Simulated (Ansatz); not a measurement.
V in Ansatz: the effect of functional

V:

```
CELL_PARAMETERS angstrom
2.55113 0.00000 0.00000
-1.27557 2.20934 0.00000
0.00000 0.00000 4.62691
ATOMIC_POSITIONS crystal
V 0.33333 0.66667 0.25000
V 0.66667 0.33333 0.75000
```

This isn't the form of V at room conditions, which is bcc.

The cell isn't the ideal one: volume scaled by 0.94.

Alike in all runs:

* Program: Ansatz 0.2.0
* Task: single point
* Potentials or basis: Ansatz PAW
* k mesh: 12 × 12 × 6
* Occupations: fermi-dirac, width 0.05 eV
* Spin: collinear spin, ferromagnetic start
* Starting moments: [2.0, 2.0] μB

| functional | cutoff | pressure (GPa) |
| --- | --- | --- |
| LDA | 420 eV (not typed: the program's choice for these potentials) | -2.4 |
| PBEsol | 420 eV (not typed: the program's choice for these potentials) | 4.0 |
| r2SCAN | 500 eV (not typed: the program's choice for these potentials) | ? |

Task: What does the run with functional r2SCAN give?

Result: Pressure 8.7 GPa.

Caveats: the PAW data sets come from PBE, with cores solved anew for the run's functional, which leaves a small shift of forces and pressure; the starting moments weren't kept; the magnetic or orbital state may not be the lowest (some runs).
